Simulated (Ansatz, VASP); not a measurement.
# CuI (Marshite) in VASP and in Ansatz

```
Cu I
1.0
     0.00000    3.03150    3.03150
     3.03150    0.00000    3.03150
     3.03150    3.03150    0.00000
Cu I
1 1
Direct
  0.25000 0.25000 0.25000
  0.00000 0.00000 0.00000
```

Alike in both runs: task single point; functional PBE; k mesh 6 × 6 × 6; no spin polarisation.

```csv
,VASP,Ansatz
version,VASP 6.6.1,Ansatz 0.2.0
potentials or method,"VASP PAW PBE potentials, release 64 (Cu, I)","plane waves, PAW"
plane-wave cutoff (eV),520,450
occupations,"gaussian, width 0.01 eV",fixed
valence electrons in the cell,18,36
```

|  | VASP | Ansatz | Ansatz less VASP |
| --- | --- | --- | --- |
| gap on the k mesh at the Fermi level (eV) | 1.14 | 1.12 | -0.021 |

The two sets of potentials don't hold the same shells in valence.

Caveats: spin-orbit coupling is left out, which moves the levels of the heavy elements. As with any semilocal functional, this PBE gap is likely too small.
